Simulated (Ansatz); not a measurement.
Working through a Delta-SCF excitation of AlN, space group F-43m

With Ansatz's Python interface.

Run as a notebook:

```python
import ansatz as az
from pymatgen.core import Lattice, Structure
from pymatgen.io.ase import AseAtomsAdaptor
```

```python
pmg_structure = Structure(
    Lattice([[0.0, 2.18399, 2.18399], [2.18399, 0.0, 2.18399], [2.18399, 2.18399, 0.0]]),
    ["Al", "N"],
    [
        [0.0, 0.0, 0.0],
        [0.75, 0.75, 0.75],
    ],
)
cell = az.Crystal.from_ase(AseAtomsAdaptor.get_atoms(pmg_structure))
```

```python
len(cell.resolved().sites)
```

    2

```python
ground = (
    cell.calculation()
    .eigensolver("auto")
    .basis(380)
    .functional(az.Functional.PBESOL)
    .kpoints(1, 1, 1)
    .occupations("fermi_dirac", width=0.01)
    .scf(extra_bands=6)
    .band_table()
)
excited = ground.excitation(hole_k=0, hole_band="v1", hole_track="overlap", particle_k=0, particle_band="c1", particle_track="overlap")
low, high = ground.run(threads=1).report, excited.run(threads=1).report
share = low["kweights"][0]
top = round(low["n_electrons"] / 2)
print("Kohn-Sham gap at the first k-point:", round(low["eigenvalues_ev"][0][top] - low["eigenvalues_ev"][0][top - 1], 3), "eV")
print("energy difference per cell:", round(high["lagrangian_ev"] - low["lagrangian_ev"], 4), "eV; weight of the point", round(share, 4))
print("per electron moved:", round((high["lagrangian_ev"] - low["lagrangian_ev"]) / share, 3), "eV")
```

    DeckWarning: basis.ecutwfc = 380 eV is below the records' recommended 420 eV, and the density's cutoff is lower with it unless basis.ecutrho_ratio is high enough to keep the records' density cutoff: compare with a run at a higher cutoff
    RunWarning: ΔSCF hole: seed band 3 (bands are counted from 0) lies in a 3-fold degenerate manifold [1, 2, 3] at 1.0e-4 eV resolution, on a gap of 3.33e0 eV certified (the least, over the bands outside them, of the distance in energy less both bands' residual [...]
    Kohn-Sham gap at the first k-point: 3.335 eV
    energy difference per cell: 3.3587 eV; weight of the point 1.0
    per electron moved: 3.359 eV

Notes:
- The settings weren't tested for convergence.
- The cutoff lies under the one recommended for these potentials.
- Semilocal gaps usually lie well under measured ones.
- The k-point mesh is coarse, and energy and stress weren't tested for convergence.
- This cell is a computed structure, which may not be the phase found in nature.
- Levels are Kohn-Sham eigenvalues on this mesh.
- Warnings are shown shortened and without file and line.
- One k-point of a small cell stands for a dense array of excitations, so this isn't the optical gap of the solid.
- Finished in 1.3 s on 1 thread of Arm Neoverse V2 (shared host), peak memory 0.37 GiB.

(Lines on the test bed's own set-up are left out of the output.)
